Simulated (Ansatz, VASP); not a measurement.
One calculation of BN, two programs

File INCAR:

```
SYSTEM = BN
PREC = Accurate ; ENCUT = 600
EDIFF = 1E-6 ; ISMEAR = 0
SIGMA = 0.02 ; LREAL = .FALSE.
LASPH = .TRUE. ; NELM = 60
ALGO = Normal ; ISIF = 3
LWAVE = .FALSE. ; LCHARG = .FALSE.
GGA = CA ; IBRION = 2
NSW = 100 ; EDIFFG = -0.002
```

File KPOINTS:

```
Automatic mesh
0
G
  9 9 6
  0 0 0
```

The input POSCAR:

```
BN
1.0
    2.5231052628      0.0000000000      0.0000000000
   -1.2615526314      2.1850732540      0.0000000000
    0.0000000000      0.0000000000      4.1752672244
B N
2 2
Direct
    0.3333333333      0.6666666667     -0.0001461616
    0.6666666667      0.3333333333      0.4998538384
    0.3333333333      0.6666666667      0.3741461616
    0.6666666667      0.3333333333      0.8741461616
```

Input for Ansatz:

```yaml
crystal:
  lattice:
    - [2.5231052628, 0.0, 0.0]
    - [-1.2615526314, 2.185073254, 0.0]
    - [0.0, 0.0, 4.1752672244]
  atoms:
    - { symbol: B, position: [0.3333333333, 0.6666666667, -0.0001461616] }
    - { symbol: B, position: [0.6666666667, 0.3333333333, 0.4998538384] }
    - { symbol: "N", position: [0.3333333333, 0.6666666667, 0.3741461616] }
    - { symbol: "N", position: [0.6666666667, 0.3333333333, 0.8741461616] }
basis:
  ecutwfc: 420
kpoints:
  mp_grid: { grid: [9, 9, 6] }
hamiltonian:
  xc: lda
  pseudopotentials: { kind: paw, azcp: { folder: soft_1 } }
scf:
  occupations: { method: gaussian, width: 0.02 }
output:
  forces: true
  stress: true
  eigenvalues: true
relax:
  adjacent_minimum: "off"
  f_tol: 0.002
  max_steps: 80
  cell: { stress_tol: 0.02 }
```

Measurements of this composition are mostly on another form, of space group No. 194.

Alike in both runs: task relaxation of cell and atoms; functional LDA; k mesh 9 × 9 × 6; occupations gaussian, width 0.02 eV; no spin polarisation.

|  | VASP | Ansatz |
| --- | --- | --- |
| version | VASP 6.6.1 | Ansatz 0.2.0 |
| potentials or method | VASP PAW LDA potentials, release 64 (B, N) | scalar-relativistic, plane waves, PAW |
| plane-wave cutoff (eV) | 600 | 420 |
| valence electrons in the cell | 16 | 16 |

Ansatz gave:

```
gap on the k mesh at the Fermi level, each at its own relaxed structure (eV) : 4.92
relaxed volume (Å³/atom)                                                     : 5.75
relaxed cell length with the largest relative difference (Å)                 : 4.174
```

Task: Estimate VASP's values.

Result: gap on the k mesh at the Fermi level, each at its own relaxed structure (eV): 4.91; relaxed volume (Å³/atom): 5.77; relaxed cell length with the largest relative difference (Å): 4.178.

Ansatz warned: «pseudo_functional_mismatch».

Caveats: an odd mesh through Γ misses points on the zone boundary, where band edges often lie.
